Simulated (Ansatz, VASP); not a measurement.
**Two plane-wave programs on AlRu3**

```
Al Ru
1.0
     0.00000    3.12149    3.12149
     3.12149    0.00000    3.12149
     3.12149    3.12149    0.00000
Al Ru
1 3
Cartesian
  0.0000 0.0000 0.0000
  1.5607 1.5607 1.5607
  4.6822 4.6822 4.6822
  3.1215 3.1215 3.1215
```

Change from the starting cell: species swapped into the Li3Pt type (Fm-3m, No. 225).

Alike in both runs: task relaxation of cell and atoms; functional PBE; k mesh 6 × 6 × 6; occupations gaussian, width 0.1 eV; no spin polarisation.

|  | VASP | Ansatz |
| --- | --- | --- |
| version | VASP 6.6.1 | Ansatz 0.2.0 |
| potentials or method | VASP PAW PBE potentials, release 64 (Al, Ru_pv) | scalar-relativistic, plane waves, PAW |
| plane-wave cutoff (eV) | 600 | 420 |
| valence electrons in the cell | 45 | 51 |

Ansatz gave:

- gap on the k mesh at the Fermi level, each at its own relaxed structure (eV): none
- relaxed volume (Å³/atom): 14.00
- relaxed cell length with the largest relative difference (Å): 4.294
- energy change over the relaxation (meV/atom): -69

Question: Estimate VASP's values.

Answer: gap on the k mesh at the Fermi level, each at its own relaxed structure (eV): none; relaxed volume (Å³/atom): 13.99; relaxed cell length with the largest relative difference (Å): 4.293; energy change over the relaxation (meV/atom): -70.

A gap of «none» marks a metal or a gap that the smearing closes. The two sets of potentials don't hold the same shells in valence.
